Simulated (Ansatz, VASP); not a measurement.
SiO2: VASP beside Ansatz

The input INCAR:

```
PREC = Accurate
ENCUT = 520
EDIFF = 1E-6
ISMEAR = 0
SIGMA = 0.02
LREAL = F
LASPH = T
NELM = 100
ALGO = Normal
ISIF = 2
LWAVE = F
LCHARG = F
NBANDS = 25
```

Contents of KPOINTS:

```
regular mesh
0
Gamma
  8 8 8
```

The input POSCAR:

```
SiO2
1.0
   -2.3740500000      2.3740500000      3.7440000000
    2.3740500000     -2.3740500000      3.7440000000
    2.3740500000      2.3740500000     -3.7440000000
Si O
2 4
Direct
    0.0000000000      0.0000000000      0.0000000000
    0.7500000000      0.2500000000      0.5000000000
    0.9983800000      0.6250000000      0.8733800000
    0.3750000000      0.2483800000      0.3733800000
    0.7516200000      0.1250000000      0.1266200000
    0.8750000000      0.0016200000      0.6266200000
```

Input for Ansatz:

```yaml
crystal:
  lattice:
    - [-2.37405, 2.37405, 3.744]
    - [2.37405, -2.37405, 3.744]
    - [2.37405, 2.37405, -3.744]
  atoms:
    - { symbol: Si, position: [0.0, 0.0, 0.0] }
    - { symbol: Si, position: [0.75, 0.25, 0.5] }
    - { symbol: O, position: [0.99838, 0.625, 0.87338] }
    - { symbol: O, position: [0.375, 0.24838, 0.37338] }
    - { symbol: O, position: [0.75162, 0.125, 0.12662] }
    - { symbol: O, position: [0.875, 0.00162, 0.62662] }
basis:
  ecutwfc: 850
kpoints:
  mp_grid: { grid: [8, 8, 8] }
hamiltonian:
  xc: lda
scf:
  occupations: { method: gaussian, width: 0.02 }
output:
  forces: true
  stress: true
  eigenvalues: true
  write_density: true
  write_potential: true
  elf: true
  volumetric_format: npy
```

Alike in both runs: task single point; functional LDA; k mesh 8 × 8 × 8; occupations gaussian, width 0.02 eV; no spin polarisation.

|  | VASP | Ansatz |
| --- | --- | --- |
| version | VASP 6.6.1 | Ansatz 0.2.0 |
| potentials or method | VASP PAW LDA potentials, release 64 (Si, O) | scalar-relativistic, plane waves, PAW |
| plane-wave cutoff (eV) | 520 | 850 |
| valence electrons in the cell | 32 | 32 |

|  | VASP | Ansatz | Ansatz less VASP |
| --- | --- | --- | --- |
| gap on the k mesh at the Fermi level (eV) | 5.82 | 5.82 | +0.002 |
| least direct gap on the mesh (eV) | 5.82 | 5.82 | +0.002 |
| pressure (GPa) | -2.3 | -2.9 | -0.58 |
| largest component of the traceless stress (GPa) | 1.28 | 1.35 | +0.071 |
| rms of the force components (eV/Å) | 0.119 | 0.136 | +0.0167 |

Atom by atom the forces differ by 0.017 eV/Å (rms over components).

A k mesh can miss the band edges.
